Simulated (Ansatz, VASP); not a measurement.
# Hf in VASP and in Ansatz

```xyz
2
Lattice="3.1603 0.0000 0.0000 -1.5801 2.7369 0.0000 0.0000 0.0000 4.9962" Properties=species:S:1:pos:R:3 pbc="T T T"
Hf    0.0000    1.8246    1.2491
Hf    1.5801    0.9123    3.7472
```

Alike in both runs: functional PBEsol; k mesh 15 × 15 × 8; occupations gaussian, width 0.1 eV; no spin polarisation.

Ansatz relaxed the structure, and its values are those at the end. VASP's run is a single point on that final structure, the one shown.

|  | VASP | Ansatz |
| --- | --- | --- |
| version | VASP 6.6.1 | Ansatz 0.2.0 |
| potentials or method | VASP PAW PBE potentials, release 64 (Hf_pv) | scalar-relativistic, plane waves, PAW |
| plane-wave cutoff (eV) | 520 | 420 |
| valence electrons in the cell | 20 | 52 |

Ansatz gave:

| Item | Value |
| --- | --- |
| gap on the k mesh at the Fermi level (eV) | none |
| pressure (GPa) | 0.0 |

Problem. Estimate VASP's values.

Solution. gap on the k mesh at the Fermi level (eV): none; pressure (GPa): -0.4.

A gap of «none» marks a metal or a gap that the smearing closes. The functional is the same, so the differences come from potentials, cutoffs and numerics. The two sets of potentials don't hold the same shells in valence.

Caveats: the PAW data sets were made with another functional, which shifts forces and pressure a little (VASP). Spin-orbit coupling is left out, which matters for the levels of Hf.
